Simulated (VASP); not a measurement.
# Ag: band structure with PBE+D4+U

Ag:

```
Ag
1.0
     2.89064    0.00000    0.00000
     1.39245    2.54122    0.00000
     1.45889    0.89256    2.32081
Ag
1
Direct
  0.00012 0.00955 0.99569
```

The cell isn't the ideal one: cell strained at random at fixed volume.

```json
{
 "Program": "VASP 6.6.1",
 "Task": "band structure",
 "Functional": "PBE",
 "Dispersion": "D4",
 "Potentials or basis": "VASP PAW PBE potentials, release 64 (Ag)",
 "Cutoff": "500 eV",
 "k mesh": "11 × 11 × 11",
 "Occupations": "gaussian, width 0.1 eV",
 "Spin": "no spin polarisation",
 "Hubbard terms": "Ag d U = 6.2 eV, J = 1.0 eV",
 "LDAUTYPE": "1",
 "Hund's J": "1",
 "Further INCAR settings": "ALGO = Normal; EDIFF = 1.00e-05; ISYM = 0; AMIX = 0.800000"
}
```

```
Band gap along the path    : none (metal or under the smearing width)
Dispersion energy per atom : -0.568 eV
```

Levels at the corners of the path, in eV from the Fermi level:
| point | band 2 | band 3 | band 4 | band 5 | band 6 | band 7 | band 8 | band 9 |
| --- | --- | --- | --- | --- | --- | --- | --- | --- |
| X | -6.72 | -6.53 | -4.92 | -4.77 | -0.36 | 2.98 | 15.45 | 18.12 |
| Γ | -6.74 | -6.62 | -6.47 | -5.72 | -5.54 | 16.16 | 19.23 | 19.70 |
| Y | -6.67 | -6.59 | -4.93 | -4.75 | -0.32 | 3.05 | 15.44 | 18.04 |
| L | -8.02 | -4.88 | -4.61 | -4.55 | 2.11 | 6.74 | 10.09 | 10.92 |
| Γ | -6.74 | -6.62 | -6.47 | -5.72 | -5.54 | 16.16 | 19.23 | 19.70 |
| Z | -6.82 | -6.45 | -4.83 | -4.81 | -0.27 | 3.15 | 15.26 | 17.56 |
| N | -8.02 | -4.89 | -4.66 | -4.56 | 1.53 | 5.96 | 10.82 | 11.38 |
| Γ | -6.74 | -6.62 | -6.47 | -5.72 | -5.54 | 16.16 | 19.23 | 19.69 |
| M | -8.03 | -4.90 | -4.67 | -4.52 | 1.70 | 6.19 | 10.74 | 11.11 |
| R | -6.76 | -6.55 | -4.82 | -4.75 | -0.07 | 3.50 | 15.08 | 17.30 |
| Γ | -6.74 | -6.62 | -6.47 | -5.72 | -5.54 | 16.16 | 19.23 | 19.70 |

Wall time 26 s on 1 thread of Intel(R) Xeon(R) 6975P-C (Granite Rapids), on a shared host, peak memory 0.13 GiB.

Caveat: the log is that of the step along the path at fixed density, whose energy, stress, charges and moments have no meaning; U without spin polarisation on a metal has little footing; the U is typed as a test and isn't derived for this compound.
